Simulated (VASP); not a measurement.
Write the native input for VASP 6.6.1 that does the following.

```yaml
Task: single point
Functional: PBE
Potentials_or_basis: VASP PAW PBE potentials, release 64 (Co, O)
Cutoff: 520 eV
k_mesh: 10 × 10 × 10
Occupations: fermi-dirac, width 0.05 eV
Spin: collinear spin, ferromagnetic start
Starting_moments: "[2.0, 0.0] μB"
Further_INCAR_settings: ALGO = Normal; EDIFF = 1e-07; NBANDS = 18
```

The structure of CoO lies in POSCAR:

```
CoO
1.0
    2.5705263100      0.0000000000      0.0000000000
    0.0000000000      2.5705263100      0.0000000000
    0.0000000000      0.0000000000      2.5705263100
Co O
1 1
Direct
    0.0000000000      0.0000000000      0.0000000000
    0.5000000000      0.5000000000      0.5000000000
```

Measurements of this composition are mostly on another form, of space group No. 225.

One way to write it, as run:

INCAR

```
PREC = Accurate
ENCUT = 520
EDIFF = 1E-7
ISMEAR = -1
SIGMA = 0.05
LREAL = F
LASPH = T
NELM = 120
ALGO = Normal
ISIF = 2
LWAVE = F
LCHARG = F
ISPIN = 2
MAGMOM = 2 0
LORBIT = 11
LMAXMIX = 4
GGA = PE
NBANDS = 18
```

KPOINTS

```
regular mesh
0
Gamma
  10 10 10
```

Potentials or basis: VASP PAW PBE potentials, release 64 (Co, O).

Launch:

```console
$ cat potpaw_PBE.64/Co/POTCAR potpaw_PBE.64/O/POTCAR > POTCAR
$ mpirun -np 1 vasp_std > vasp.out
```

It gave:

```yaml
Pressure: 11.1 GPa
Band_gap_on_the_k_mesh: none (metal or under the smearing width)
Net_moment: 3.00 μB per cell
Site_moments: Co +2.49; O +0.45 μB
Valence_electrons_inside_the_program's_atomic_spheres: Co 7.89; O 4.96
```

Caveat: a cell with one magnetic atom can't hold antiferromagnetic order, which such compounds often take; semilocal functionals often make such compounds metallic where correlation or magnetic order opens a gap, which also shifts bond lengths.

Wall time 31 s on 1 thread of Intel(R) Xeon(R) Platinum 8488C (Sapphire Rapids), with other jobs on the host, peak memory 0.15 GiB.
